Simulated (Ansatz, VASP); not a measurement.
**HfB: VASP beside Ansatz**

```
Hf B
1.0
     0.04620    2.33310    2.33310
     2.33310    0.04620    2.33310
     2.33310    2.33310    0.04620
Hf B
1 1
Direct
  0.50000 0.50000 0.50000
  0.00000 0.00000 0.00000
```

Change from the starting cell: equal xy, yz and zx shear strains of +2 %.

Alike in both runs: task single point; functional LDA; k mesh 15 × 15 × 15; occupations fermi-dirac, width 0.05 eV; no spin polarisation.

|  | VASP | Ansatz |
| --- | --- | --- |
| version | VASP 6.6.1 | Ansatz 0.2.0 |
| potentials or method | VASP PAW LDA potentials, release 64 (Hf_pv, B), cutoff 520 eV | all-electron LAPW, scalar-relativistic |

|  | VASP | Ansatz | Ansatz less VASP |
| --- | --- | --- | --- |
| pressure (GPa) | 20.1 | 18.3 | -1.75 |
| largest component of the traceless stress (GPa) | 1.32 | 1.37 | +0.055 |

Ansatz ran all-electron here, so the differences hold the error of VASP's frozen core and of both bases.

Caveats: so large a pressure means that the cell lies far from this level's equilibrium, or that cutoff or potentials fall short (VASP). Spin-orbit coupling is left out, which matters for the levels of Hf.
